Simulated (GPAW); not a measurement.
The system is Os.

```
Os
1.0
     2.73410    0.00000    0.00000
    -1.36705    2.36780    0.00000
     0.00000    0.00000    4.31970
Os
2
Direct
  0.66667 0.33333 0.75000
  0.33333 0.66667 0.25000
```

| Item | Value |
| --- | --- |
| Program | GPAW 26.7.0 |
| Task | relaxation of cell and atoms |
| Functional | PBEsol |
| Potentials or basis | PAW data sets generated in the run's folder for this functional |
| Cutoff | 600 eV |
| Basis | pw |
| k mesh | 8 × 8 × 5 |
| Occupations | fermi-dirac, width 0.05 eV |
| Spin | no spin polarisation |

At the start: pressure -5.9 GPa; volume 13.98 Å³/atom.

**Question.** Where does the relaxation end?

**Answer.** Over 3 steps the energy falls by 3.6 meV/atom and the volume is 13.79 Å³/atom (-1.4 %); space group P6_3/mmc (No. 194, to 0.05 Å).

Step by step:
```tsv
step	energy change (eV)	largest force (eV/Å)	pressure (GPa)	volume (Å³)
1	0.0000	0.0000	-5.87	27.96
2	-0.0068	0.0000	-1.28	27.66
3	-0.0071	0.0000	0.02	27.58
```

Final structure:
```yaml
crystal:
  lattice:
    - [2.72129, 0.00000, 0.00000]
    - [-1.36065, 2.35671, 0.00000]
    - [0.00000, 0.00000, 4.29979]
  atoms:
    - { symbol: Os, position: [0.66667, 0.33333, 0.75000] }
    - { symbol: Os, position: [0.33333, 0.66667, 0.25000] }
```

Caveat: later steps reuse the first step's grids.
